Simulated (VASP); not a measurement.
Ge3N4:

```
Ge N
1.0
     8.05093    0.00000    0.00000
    -4.02547    6.97231    0.00000
     0.00000    0.00000    3.08352
Ge N
6 8
Cartesian
  5.7275 1.6419 2.3126
  1.4418 5.7811 0.7709
  0.2602 2.8331 0.7709
  3.7653 4.1392 2.3126
  2.5836 1.1912 2.3126
  -1.7020 5.3304 0.7709
  4.0255 2.3241 2.3126
  0.0000 4.6482 0.7709
  1.4755 6.7821 2.3126
  2.9152 4.6689 0.7709
  6.6112 2.1132 0.7709
  -2.5858 4.8591 2.3126
  2.5499 0.1902 0.7709
  1.1102 2.3034 2.3126
```

The cell is a database's computed one.

* Program: VASP 6.6.1
* Task: relaxation of cell and atoms
* Functional: PBE
* Potentials or basis: VASP PAW PBE potentials, release 64 (Ge_d, N)
* Cutoff: 600 eV
* k mesh: 5 × 5 × 10
* Occupations: gaussian, width 0.02 eV
* Spin: no spin polarisation

At the start: pressure 5.0 GPa; volume 12.36 Å³/atom.

Q: Where does the relaxation end?

A: Over 11 steps the energy falls by 5.0 meV/atom and the volume is 12.69 Å³/atom (+2.6 %); space group P6_3/m (No. 176, to 0.05 Å).

Step by step:
| step | energy change (eV) | largest force (eV/Å) | pressure (GPa) | volume (Å³) |
| --- | --- | --- | --- | --- |
| 1 | 0.0000 | 0.0520 | 5.02 | 173.09 |
| 2 | 0.0176 | 0.0529 | -5.06 | 182.97 |
| 3 | -0.0698 | 0.0147 | 0.07 | 177.65 |
| 4 | -0.0697 | 0.0153 | -0.07 | 177.75 |
| 5 | -0.0698 | 0.0174 | 0.03 | 177.62 |
| 6 | -0.0698 | 0.0123 | -0.06 | 177.66 |
| 7 | -0.0698 | 0.0096 | 0.14 | 177.51 |
| 8 | -0.0698 | 0.0093 | 0.03 | 177.61 |
| 9 | -0.0698 | 0.0094 | -0.01 | 177.62 |
| 10 | -0.0698 | 0.0053 | 0.03 | 177.62 |
| 11 | -0.0698 | 0.0045 | 0.03 | 177.62 |

Final structure:
```
CELL_PARAMETERS angstrom
8.12036 0.00000 0.00000
-4.06018 7.03244 0.00000
0.00000 0.00000 3.11033
ATOMIC_POSITIONS crystal
Ge 0.82926 0.23556 0.75000
Ge 0.59370 0.82926 0.25000
Ge 0.23556 0.40630 0.25000
Ge 0.76444 0.59370 0.75000
Ge 0.40630 0.17074 0.75000
Ge 0.17074 0.76444 0.25000
N 0.66667 0.33333 0.75000
N 0.33333 0.66667 0.25000
N 0.66963 0.97272 0.75000
N 0.69691 0.66963 0.25000
N 0.97272 0.30309 0.25000
N 0.02728 0.69691 0.75000
N 0.33037 0.02728 0.25000
N 0.30309 0.33036 0.75000
```
